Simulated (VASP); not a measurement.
Crystal: PbO2.

```
Pb O
1.0
     0.00000    2.65817    2.65817
     2.65817    0.00000    2.65817
     2.65817    2.65817    0.00000
Pb O
1 2
Cartesian
  0.0000 0.0000 0.0000
  1.3291 1.3291 1.3291
  3.9873 3.9873 3.9873
```

The cell was built by a generator and needn't be a form met in nature.

Base run:

| Property | Result |
| --- | --- |
| Program | VASP 6.6.1 |
| Functional | r2SCAN |
| Potentials or basis | VASP PAW PBE potentials, release 64 (Pb_d, O) |
| Cutoff | 520 eV |
| k mesh | 6 × 6 × 6 |
| Occupations | fermi-dirac, width 0.02 eV |
| Spin | no spin polarisation |

Its results: band gap on the k mesh none (metal or under the smearing width); pressure 1.2 GPa.

Task: The run is repeated on the same cell with these changes: further incar settings from ALGO = Normal; EDIFF = 1e-06; NBANDS = 20 to ALGO = Normal; EDIFF = 1e-07; NBANDS = 20; dispersion from none to rVV10. What comes out?

Result: Band gap on the k mesh none (metal or under the smearing width); pressure -0.3 GPa.

Caveats: the PAW data sets were made with another functional, which shifts forces and pressure a little.
